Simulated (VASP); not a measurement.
BaTiO3, 5 atoms in the cell. It takes space group Pm-3m (No. 221, cubic). Conventional cell: a = 3.983 Å, b = 3.983 Å, c = 3.983 Å, α = 90.00°, β = 90.00°, γ = 90.00°. Around Ba (site symmetry m-3m) lie 12 O at 2.82 Å. Around Ti (site symmetry m-3m) lie 6 O at 1.99 Å. Around O (site symmetry 4/mmm) lie 2 Ti at 1.99 Å. 

- Program: VASP 6.6.1
- Task: Born charges and dielectric tensor
- Functional: LDA
- Potentials or basis: VASP PAW LDA potentials, release 64 (Ba_sv, Ti_sv, O)
- Cutoff: 600 eV
- k mesh: 8 × 8 × 8
- Occupations: gaussian, width 0.02 eV
- Spin: no spin polarisation
- Further INCAR settings: ALGO = Normal; EDIFF = 1e-08; IBRION = 8; NSW = 1

Potentials or basis: VASP PAW LDA potentials, release 64 (Ba_sv, Ti_sv, O).

Command:

```sh
$ cat potpaw_LDA.64/Ba_sv/POTCAR potpaw_LDA.64/Ti_sv/POTCAR potpaw_LDA.64/O/POTCAR > POTCAR
$ mpirun -np 1 vasp_std > vasp.out
```

Hardware: 1 thread of Intel(R) Xeon(R) Platinum 8375C CPU @ 2.90GHz (Ice Lake), with other jobs on the host.

How long does it take, and how much memory?

Run time: 35 min on 1 thread of Intel(R) Xeon(R) Platinum 8375C CPU @ 2.90GHz (Ice Lake), with other jobs on the host, peak memory 0.7 GiB. Counts: scf iterations 454, k points 35.
